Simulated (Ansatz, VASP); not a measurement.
## One calculation of Al, two programs

```
CELL_PARAMETERS angstrom
0.00000 2.10905 2.10905
2.10905 0.00000 2.10905
2.10905 2.10905 0.00000
ATOMIC_POSITIONS crystal
Al 0.00000 0.00000 0.00000
```

Alike in both runs: task single point; functional BLYP; k mesh 22 × 22 × 22; occupations fermi-dirac, width 0.1 eV; no spin polarisation.

```csv
,VASP,Ansatz
version,VASP 6.6.1,Ansatz 0.2.0
potentials or method,"VASP PAW PBE potentials, release 64 (Al)","plane waves (420 eV) with PAW, scalar-relativistic"
plane-wave cutoff (eV),520,420
valence electrons in the cell,3,3
```

```tsv
	VASP	Ansatz	Ansatz less VASP
pressure (GPa)	-3.4	-3.4	-0.06
```

Caveats: the PAW data sets were made with another functional, which shifts forces and pressure a little (VASP).
